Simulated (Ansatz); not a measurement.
## How much do the gradients of TaN depend on the method?

Cell: a structure deposited in the COD, whose atoms a relaxation with PBE at fixed cell left in place.

Space group P6/mmm (No. 191); a = 5.1850, c = 2.9080 Å, γ = 120.00°.

```csv
site,Wyckoff,site symmetry,x,y,z
Ta1,1a,6/mmm,0.0000,0.0000,0.0000
Ta2,2d,-6m2,0.3333,0.6667,0.5000
N,3f,mmm,0.5000,0.0000,0.0000
```

One atom of each set is listed.

First run. Method: Kohn–Sham DFT in Ansatz, PBE, plane waves and PAW, scalar-relativistic, collinear spin, 420 eV cutoff, Γ-centred 10×10×16 k-points, Fermi–Dirac smearing 0.05 eV. Start moments as typed (μB): 2 on each Ta, none on the rest.

```csv
site,V_zz (10²¹ V/m²),η
Ta1,-46.4,0.00
Ta2,-38.2,0.00
N,2.93,0.80
```

Second run. The same atoms and settings, except that the functional is r2SCAN and the cutoff is 500 eV.

Problem. Given the first result, estimate the second.

Solution. 

| site | V_zz | η | change of V_zz |
| --- | --- | --- | --- |
| Ta1 | -47.8 | 0.00 | -1.37 |
| Ta2 | -39.6 | 0.00 | -1.38 |
| N | 2.95 | 0.86 | +0.02 |

The largest change of V_zz is on Ta2, from -38.2 to -39.6. In per cent, |V_zz| changes by +3 to +4 on Ta, +1 on N (all sites that start above 2).

The run finds no gap above 0.1 eV (a metal, or nearly one), so the gradients can move by 10 % or more with the k-mesh. Without spin–orbit coupling the gradients at and beside Ta can be off by some per cent, at some sites by more. With these PAW files V_zz is typically within 2 to 3 % of all-electron values, but misses above 10 % occur on Ta. The start moments die out, and the run ends without spin.
For the first run: At this cell the PBE pressure is 10 GPa, so with PBE the cell would grow if it were relaxed. The entry's cell may itself be off.
For the second run: At this cell the r2SCAN pressure is 6 GPa, so with r2SCAN the cell would grow if it were relaxed. The program didn't check the stability of this electronic state in full, so a lower one may lie near.
